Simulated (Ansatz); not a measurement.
Reactions of CH6OSn (`O[CH2][SnH3]`).

Gas-phase electronic energies from Ansatz, PBE0-D4/def2-TZVP geometries. CBS: MP2 limit from def2 TZ/QZ plus the TZ coupled-cluster correction, frozen cores. This one scheme is used for every species. Functionals use def2-TZVPP. Elements past krypton have def2 core potentials. For Sn outer-core shells are correlated without core-valence functions, which leaves a few kJ/mol of doubt a bond. One conformer a species, not always the lowest.

```
                                                  reaction  PBE0-D4 (kcal/mol)  B2PLYP (kcal/mol)  ωB97X-V (kcal/mol)
`O[CH2][SnH3]` + `CCC(=O)S` → `O[CH2][SnH2][SH]` + `CCC=O`               -14.9              -15.4               -15.1
   `O[CH2][SnH3]` + `COC(=N)O` → `CO[C](=N)[SnH3]` + `OCO`                 5.6                3.7                 4.5
     `O[CH2][SnH3]` + `C[SiH2]N` → `C[SiH2]NCO` + `[SnH4]`                -0.7                0.3                -1.2
            `O[CH2][SnH3]` + `C=N` → `C=[N][SnH3]` + CH₃OH                -5.4               -6.9                -6.3
```

Task: Give the CCSD(T)/CBS values in the same order. (Best estimate.)

Result: The calculation gave: -17.4, 3.3, 1.7, -6.2 kcal/mol.

Largest T1 diagnostic: 0.014, for `CCC(=O)S`.
